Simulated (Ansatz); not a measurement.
# ZrO2: the cost of one run

All numbers are computed with Ansatz 0.2.0 through its Python package. The levels of theory stand in the script.

## (1) The system

It takes space group P4_2/nmc (No. 137, tetragonal). Conventional cell: a = 3.596 Å, b = 3.596 Å, c = 5.177 Å, α = 90.00°, β = 90.00°, γ = 90.00°. Around Zr (site symmetry -4m2) lie 8 O at 2.08 to 2.37 Å. Around O (site symmetry 2mm) lie 4 Zr at 2.08 to 2.37 Å.

No structure file is read: the coordinates are typed or built in the script.

## (2) The code

Input file zro2_ddh.py:

```python
"""A hybrid whose exact exchange is one over the dielectric constant of ZrO2."""

import ansatz as az
import numpy as np


def count_gap(report):
    # lowest empty less highest filled band, counting bands; zero where they overlap
    return max(report.get("gap_by_band_count_ev") or 0.0, 0.0)

zro2 = (
    az.Lattice.of([3.5961, 0.0, 0.0], [0.0, 3.5961, 0.0], [0.0, 0.0, 5.177])
    .atom("Zr", [0.0, 0.0, 0.0])
    .atom("Zr", [0.5, 0.5, 0.5])
    .atom("O", [0.0, 0.5, 0.203])
    .atom("O", [0.0, 0.5, 0.703])
    .atom("O", [0.5, 0.0, 0.297])
    .atom("O", [0.5, 0.0, 0.797])
)

calculation = (
    zro2.calculation()
    .basis(320, density_ratio=4)
    .scf(max_iterations=200, extra_bands=2, lower_state_search="light")
    .kpoints(2, 2, 2, center="gamma")
    .occupations("fixed")
    .band_table()
)
semilocal = calculation.functional("pbe").run().report
hybrid = calculation.functional(exchange="pbe", correlation="pbe", exact_fraction="inverse_dielectric").run().report
alpha = hybrid["hybrid"]["exact_exchange_fraction"]
print(f"fraction of exact exchange {alpha:.4f}, so eps_inf = {1 / alpha:.2f}")
print(f"gap by band count: {count_gap(semilocal):.3f} eV semilocal, {count_gap(hybrid):.3f} eV hybrid")
```

## (3) The calls as engine input

The package turns the script's settings into the engine's input (first run):

```yaml
crystal:
  lattice:
    - [3.5961, 0.0, 0.0]
    - [0.0, 3.5961, 0.0]
    - [0.0, 0.0, 5.177]
  atoms:
    - { symbol: Zr, position: [0.0, 0.0, 0.0] }
    - { symbol: Zr, position: [0.5, 0.5, 0.5] }
    - { symbol: O, position: [0.0, 0.5, 0.203] }
    - { symbol: O, position: [0.0, 0.5, 0.703] }
    - { symbol: O, position: [0.5, 0.0, 0.297] }
    - { symbol: O, position: [0.5, 0.0, 0.797] }
basis:
  ecutwfc: 320.0
  ecutrho_ratio: 4
kpoints:
  mp_grid:
    grid: [2, 2, 2]
    shift: [0.0, 0.0, 0.0]
hamiltonian:
  xc: pbe
scf:
  max_iter: 200
  n_extra_bands: 2
  lower_state_search: light
  occupations:
    method: fixed
output:
  eigenvalues: true
```

## (4) The run

Run with:

```sh
> python zro2_ddh.py
```

**Question.** How long does this script take on 1 thread of Arm Neoverse V1, shared host, and how much memory does it need?

About 5 min, with a peak of 1.5 GiB.
